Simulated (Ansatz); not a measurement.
All numbers below come from DFT PBE, scalar-relativistic, plane waves, PAW (Ansatz 0.2.0). All cells share a 420 eV cutoff and Γ-centred k meshes spaced at most about 0.3 Å⁻¹ (about 0.25 or finer for metals, 2π included). No spin polarisation.

Temperature and zero-point effects are left out.

Problem. Which of these relaxed structures of Si₅S is the lowest in energy?
A.

```
Si S
1.0
     4.65383    0.00000    0.00000
    -2.32692    4.03034    0.00000
     0.00000    0.00000    4.90468
Si S
5 1
Direct
  0.33333 0.66667 0.50000
  0.66667 0.33333 0.50000
  0.33333 0.66667 0.00000
  0.66667 0.33333 0.00000
  0.00000 0.00000 0.00000
  0.00000 0.00000 0.50000
```

B.

```
Si S
1.0
     4.76405    0.00000    0.00000
    -2.38202    4.12579    0.00000
     0.00000    0.00000    4.57371
Si S
5 1
Direct
  0.64478 0.00000 0.00000
  0.00000 0.64478 0.00000
  0.35522 0.35522 0.00000
  0.33333 0.66667 0.50000
  0.66667 0.33333 0.50000
  0.00000 0.00000 0.50000
```

C.

```
Si S
1.0
     3.47000    0.00000    0.00000
    -1.73500    3.00511    0.00000
     0.00000    0.00000    9.51339
Si S
5 1
Direct
  0.66667 0.33333 0.81391
  0.00000 0.00000 0.65843
  0.66667 0.33333 0.50000
  0.00000 0.00000 0.34157
  0.66667 0.33333 0.18609
  0.00000 0.00000 0.00000
```

Solution. A. The next of these, C, lies 40 meV/atom higher. Forms: A P6/mmm; C P-6m2; B P-62m. Counting Si atoms around S (those within 1.25 times the shortest such distance or 1.15 times the sum of covalent radii; a plus sign parts nearer from farther groups; the shortest distance is added where it exceeds 1.18 times the sum of covalent radii): A has S 2+6; C has S 6+2 from 2.7 Å; B has S 12 from 2.8 Å. A holds Si–Si chains (shortest 2.45 Å); C holds Si–Si nets (shortest 2.49 Å) (bonds between like non-metal atoms; other contacts aren't counted). All come from invented guesses. Shaken at random and relaxed again, B falls into a cell with space group Pmma (No. 51), 0.30 eV/atom lower and the lowest form computed, so it is a saddle point or a shallow minimum. Even the lowest of the cells shown lies +0.32 eV/atom against the elements.

Cells without such a test can be saddle points. Some structure types and database cells were kept out of the candidates from the start, so a known form may be missing.
